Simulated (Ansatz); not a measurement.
Crystal: Mg.

```
Mg
1.0
     3.20930    0.00000    0.00000
    -1.60465    2.77934    0.00000
     0.00000    0.00000    5.21030
Mg
2
Direct
  0.66667 0.33333 0.75000
  0.33333 0.66667 0.25000
```

Program: Ansatz 0.2.0. Alike in all runs: potentials or basis Ansatz PAW; no spin polarisation; cell as given. Hardware: 2 threads of Intel(R) Xeon(R) Processor @ 2.70GHz (shared host).

Q: Order these runs on this cell by their wall time, lowest first.
A. task band structure; level r2SCAN; k mesh 10 × 10 × 5; cutoff (eV) 500; smearing fermi-dirac 0.05 eV; points for each segment of the path 14; mesh quality not flagged
B. task single point; level PBE; k mesh 10 × 10 × 5; cutoff (eV) 420; smearing gaussian 0.019 eV; mesh quality not flagged
C. task band structure; level HSEsol; k mesh 5 × 5 × 3; cutoff (eV) 420; smearing fermi-dirac 0.05 eV; points for each segment of the path 4; mesh quality coarse
D. task single point; level r2SCANh; k mesh 5 × 5 × 3; cutoff (eV) 500; smearing fermi-dirac 0.05 eV; mesh quality coarse

A: B (0.9 s), A (3.9 s), D (14 s), C (82 s).

Caveats: some runs use coarse meshes.

Not every run made on this cell is shown here.
